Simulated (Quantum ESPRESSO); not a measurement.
Runs of Quantum ESPRESSO 7.5 on Al2O3 (Corundum). It takes space group R-3c (No. 167, trigonal). The conventional cell has a = 4.760 Å, b = 4.760 Å, c = 12.996 Å, α = 90.00°, β = 90.00°, γ = 120.00°. Al (site symmetry 3) is surrounded by 6 O at 1.85 to 1.97 Å. O (site symmetry 2) has 4 Al at 1.85 to 1.97 Å as nearest neighbours. 

```tsv
task	level	potentials or basis	cell	k mesh	cutoff (eV)	ASE optimiser	dispersion computed by	gap on the mesh (eV)	pressure (GPa)	V0 of scaled cells (Å³/atom)	B0 (GPa)	largest force (eV/Å)
band structure	PBE	SSSP 1.3 efficiency PBE	as given	7 × 7 × 7	748	-	-	6.21	7.7	-	-	0.05
relaxation of cell and atoms	PW91+D4	PseudoDojo 0.4.1 SR PBE standard	relaxed	6 × 6 × 6	1143	FIRE	dftd4 4.3.1 through ASE	6.21	0.2	-	-	0.01
equation of state	PBE	SSSP 1.3 efficiency PBE	as given	7 × 7 × 7	748	-	-	-	-	(b)	(c)	-
band structure	PBE	SG15 PBE 1.2	as given	7 × 7 × 7	1020	-	-	6.25	-	-	-	0.02
equation of state	PBEsol	GBRV 1.5 PBEsol	as given	7 × 7 × 7	612	-	-	-	-	(a)	244	-
```

Alike in all rows: no spin polarisation; smearing fermi-dirac 0.05 eV.

Question: Estimate the missing entries.

Answer: (a) 8.59; (b) 8.78; (c) 233.

Caveats: the cell was scaled at fixed shape and fractional positions, which overstates the stiffness of a crystal with free parameters, most of all of layers and chains (some runs); the potentials were made for another functional, which shifts forces and pressure (some runs).

A k mesh can miss the band edges.

Not every run made on this cell is shown here.
